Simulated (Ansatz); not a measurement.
How far is PAW off for SiO$_{2}$?

```
CELL_PARAMETERS angstrom
-2.32559 2.32559 3.66757
2.32559 -2.32559 3.66757
2.32559 2.32559 -3.66757
ATOMIC_POSITIONS crystal
Si 0.00000 0.00000 0.00000
Si 0.75000 0.25000 0.50000
O 0.99838 0.62500 0.87338
O 0.37500 0.24838 0.37338
O 0.75162 0.12500 0.12662
O 0.87500 0.00162 0.62662
```

Atoms are numbered in the order listed.

The cell is COD entry 9006285, as deposited and not checked against the literature; nothing was relaxed. The listed cell was then made from it by scaling, straining or moving an atom.

All numbers are computed: DFT, PBE, PAW with Ansatz's default frozen-core files, scalar-relativistic (Ansatz 0.2.0); DFT, PBE, all-electron PAW with datasets made for the crystal, scalar-relativistic (Ansatz 0.2.0); DFT, PBE, all-electron LAPW, scalar-relativistic (Ansatz 0.2.0).

For PAW: a Γ-centred 7×7×7 k mesh, Fermi–Dirac smearing of 0.03 eV, cutoff 420 eV, no spin polarisation. The crystal-made all-electron datasets (AE datasets) take a cutoff of 580 eV at this cell. LAPW targets a basis error of 1 meV/atom. The Ansatz runs share mesh, smearing and spin set-up. Plane-wave (PAW) pressures include the program's estimate of the Pulay term.

Stress and pressure are positive in compression.

The change that made this cell: volume scaled by 0.94.

| quantity | PAW | AE datasets | LAPW |
| --- | --- | --- | --- |
| pressure (GPa) | 15.75 | 15.75 | 15.75 |
| stress xx (GPa) | 16.29 | 16.29 | 16.29 |
| stress zz (GPa) | 14.68 | 14.66 | 14.66 |
| force on O3, y (eV/Å) | 1.007 | 1.007 | 1.007 |
| band gap (eV) | 6.444 | 6.452 | 6.452 |
